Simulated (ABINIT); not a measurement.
## SnSe in ABINIT: convergence with cutoff

Input of the first run (cutoff 9 Ha); the others differ in this setting and in those tied to it:

File run.abi:

```
# Pseudopotentials
pp_dirpath "./"
pseudos "Sn.LDA_PW-JTH.xml, Se.LDA_PW-JTH.xml"

# Structure
acell 8.044153707 8.044153707 8.044153707
rprim
     0.0000000000     0.7071067812     0.7071067812
     0.7071067812     0.0000000000     0.7071067812
     0.7071067812     0.7071067812     0.0000000000
ntypat 2
znucl 50 34
natom 2
typat 1 2
xred
     0.0000000000     0.0000000000     0.0000000000
     0.5000000000     0.5000000000     0.5000000000

# Plane-wave basis
ecut 9.0
pawecutdg 57.2
pawxcdev 0

# k points
kptopt 1
ngkpt 8 8 8
nshiftk 1
shiftk 0.0 0.0 0.0

# Exchange and correlation
ixc 11

# Bands and occupations
nband 14
occopt 7
tsmear 0.1 eV

# SCF cycle
nstep 100
tolvrs 1.0e-9

# Output
iomode 3
prtwf 0
prtden 0
prteig 0
prtebands 0
enunit 1
```

Potentials or basis: JTH PAW LDA v2.0.

Run with:

```bash
$ abinit run.abi > log 2>&1
```

Measurements of this composition are mostly on another form, of space group No. 62.

Hardware: 1 thread of Arm Neoverse V1 (shared host).

Question: The values tried are 9 Ha, 11 Ha, 13 Ha, 15.5 Ha, 18.5 Ha, 22 Ha, 25.5 Ha, 29.5 Ha, 35 Ha, loosest first. From which on does the gap on the mesh stay within 0.01 eV of the tightest run that finished?

Answer: From 11 Ha on.

```
 cutoff  energy less the tightest run, at zero smearing (meV/atom)  gap on the mesh (eV)  SCF cycles  CPU time (s)  peak memory (GiB)
   9 Ha                                                    2212.57                 0.573          10            10               0.12
  11 Ha                                                     289.76                 0.589          10            12               0.13
  13 Ha                                                      50.03                 0.582          10            15               0.13
15.5 Ha                                                      41.17                 0.582          10            16               0.14
18.5 Ha                                                      20.24                 0.587          10            19               0.14
  22 Ha                                                      14.16                 0.589          10            26               0.15
25.5 Ha                                                      10.16                 0.589          11            35               0.16
29.5 Ha                                                       1.83                 0.589          10            36               0.17
  35 Ha                                                       0.00                 0.589          10            50               0.19
```

Not settled before the last step: the energy (to 1 meV/atom). The tightest run that finished is the yardstick and may itself not be fully converged.

Caveat, for the tightest run too: spin-orbit coupling is left out, which moves the levels of the heavy elements.
